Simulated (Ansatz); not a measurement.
**S started on a Pb site next to Pb started in the widest void in rocksalt PbS, 65 atoms, charge −1**

All numbers come from Ansatz (PAW, plane waves, no spin–orbit coupling) at the single k point (¼, ¼, ¼) without its symmetry partners. The atoms were relaxed with PBEsol in a fixed cell; other functionals are single points on those atoms unless said otherwise. The valence top and gap of the host come from its small cell on a dense mesh, with the band extrema sought between the mesh points, lined up by the mean potential, PBEsol gap 0.19 eV, r²SCAN gap 0.55 eV. The charge correction uses an assumed dielectric constant of 170.

Relaxed structure:

```yaml
crystal:
  lattice:
    - [11.80000, 0.00000, 0.00000]
    - [0.00000, 11.80000, 0.00000]
    - [0.00000, 0.00000, 11.80000]
  atoms:
    - { symbol: S, position: [0.24669, 0.99626, 0.99757] }
    - { symbol: S, position: [0.24384, 0.99944, 0.49766] }
    - { symbol: S, position: [0.24417, 0.49604, 0.99973] }
    - { symbol: S, position: [0.24802, 0.49769, 0.49956] }
    - { symbol: S, position: [0.74704, 0.99891, 0.99829] }
    - { symbol: S, position: [0.74597, 0.99561, 0.49755] }
    - { symbol: S, position: [0.74549, 0.49785, 0.99008] }
    - { symbol: S, position: [0.76269, 0.48138, 0.48211] }
    - { symbol: S, position: [0.99692, 0.24604, 0.99671] }
    - { symbol: S, position: [0.00028, 0.24292, 0.49659] }
    - { symbol: S, position: [0.99945, 0.74645, 0.99920] }
    - { symbol: S, position: [0.00189, 0.74390, 0.49859] }
    - { symbol: S, position: [0.49681, 0.24293, 0.00014] }
    - { symbol: S, position: [0.49979, 0.23945, 0.49961] }
    - { symbol: S, position: [0.49881, 0.74392, 0.00175] }
    - { symbol: S, position: [0.47773, 0.76560, 0.47743] }
    - { symbol: S, position: [0.99777, 0.99623, 0.24641] }
    - { symbol: S, position: [0.99845, 0.99884, 0.74680] }
    - { symbol: S, position: [0.99993, 0.49600, 0.24390] }
    - { symbol: S, position: [0.99028, 0.49779, 0.74523] }
    - { symbol: S, position: [0.49783, 0.99941, 0.24358] }
    - { symbol: S, position: [0.49767, 0.99554, 0.74572] }
    - { symbol: S, position: [0.49973, 0.49767, 0.24765] }
    - { symbol: S, position: [0.48234, 0.48137, 0.76253] }
    - { symbol: S, position: [0.59564, 0.64360, 0.59543] }
    - { symbol: S, position: [0.24789, 0.24625, 0.24767] }
    - { symbol: S, position: [0.24434, 0.24430, 0.74808] }
    - { symbol: S, position: [0.24485, 0.74657, 0.24460] }
    - { symbol: S, position: [0.24699, 0.74553, 0.74663] }
    - { symbol: S, position: [0.74828, 0.24430, 0.24412] }
    - { symbol: S, position: [0.74567, 0.25141, 0.74549] }
    - { symbol: S, position: [0.74680, 0.74549, 0.24671] }
    - { symbol: S, position: [0.76021, 0.75876, 0.76007] }
    - { symbol: Pb, position: [0.99617, 0.99601, 0.99595] }
    - { symbol: Pb, position: [0.99782, 0.99537, 0.49736] }
    - { symbol: Pb, position: [0.99257, 0.49581, 0.99238] }
    - { symbol: Pb, position: [0.99724, 0.49280, 0.49430] }
    - { symbol: Pb, position: [0.49760, 0.99535, 0.99767] }
    - { symbol: Pb, position: [0.49760, 0.99791, 0.49741] }
    - { symbol: Pb, position: [0.49457, 0.49277, 0.99699] }
    - { symbol: Pb, position: [0.24584, 0.24545, 0.99690] }
    - { symbol: Pb, position: [0.24648, 0.24427, 0.49811] }
    - { symbol: Pb, position: [0.24605, 0.74461, 0.99767] }
    - { symbol: Pb, position: [0.24443, 0.74481, 0.49657] }
    - { symbol: Pb, position: [0.74595, 0.24880, 0.99366] }
    - { symbol: Pb, position: [0.74935, 0.24546, 0.49598] }
    - { symbol: Pb, position: [0.74864, 0.74641, 0.99673] }
    - { symbol: Pb, position: [0.76289, 0.75363, 0.48853] }
    - { symbol: Pb, position: [0.24736, 0.99562, 0.24717] }
    - { symbol: Pb, position: [0.24637, 0.99601, 0.74640] }
    - { symbol: Pb, position: [0.24599, 0.49612, 0.24585] }
    - { symbol: Pb, position: [0.24414, 0.49516, 0.74743] }
    - { symbol: Pb, position: [0.74658, 0.99598, 0.24622] }
    - { symbol: Pb, position: [0.74767, 0.99742, 0.74751] }
    - { symbol: Pb, position: [0.74763, 0.49516, 0.24391] }
    - { symbol: Pb, position: [0.73755, 0.50308, 0.73729] }
    - { symbol: Pb, position: [0.99709, 0.24546, 0.24560] }
    - { symbol: Pb, position: [0.99384, 0.24880, 0.74572] }
    - { symbol: Pb, position: [0.99782, 0.74461, 0.24587] }
    - { symbol: Pb, position: [0.99690, 0.74640, 0.74843] }
    - { symbol: Pb, position: [0.49834, 0.24419, 0.24629] }
    - { symbol: Pb, position: [0.49618, 0.24544, 0.74914] }
    - { symbol: Pb, position: [0.49677, 0.74476, 0.24419] }
    - { symbol: Pb, position: [0.48873, 0.75365, 0.76283] }
    - { symbol: Pb, position: [0.48667, 0.47725, 0.48640] }
```

Chemical potentials μ are those of reference phases of the elements at zero temperature by the same functional (the usual solids, diamond for C, grey Sn, and the molecules H2, N2, O2, F2, Cl2, Br2 and S8).

```csv
functional,E(defect) − E(host) − Σ nμ + q·E_VBM (eV),monopole (eV),alignment (eV),formation energy at E_F = VBM (eV),moment (μB),"wall time, shared host"
PBEsol,3.00,0.01,-0.07,2.94,1.0,33 s on NVIDIA H100 (relaxation)
r²SCAN,3.59,0.01,-0.07,3.53,1.0,14 s on NVIDIA H100
```

(1) How does the monopole term follow by hand for this cubic cell?

r²SCAN one-electron levels near the gap (the ten most localised at most), from the host's valence top, not corrected for the charge's images:

| level (eV) | spin | filling | atoms sharing it | element of the atom with most weight |
| --- | --- | --- | --- | --- |
| -0.28 | up | 1.00 | 14.3 | S |
| -0.21 | down | 1.00 | 13.2 | S |
| -0.20 | up | 1.00 | 18.5 | S |
| -0.14 | down | 1.00 | 16.6 | S |
| 0.18 | up | 1.00 | 6.8 | S |
| 0.84 | down | 0.00 | 7.7 | S |

All elements are taken at their own reference at once; growth conditions in equilibrium with the host shift these energies, by up to the host's formation enthalpy.

One k point and a cell of this size can leave errors of several tenths of an eV in such numbers.

Results:

(1) q²·α·e²/(4πε₀)/(2εL) with the Madelung constant α = 2.837 and e²/4πε₀ = 14.40 eV·Å: 1 × 2.837 × 14.40 / (2 × 170 × 11.800) = 0.01 eV.
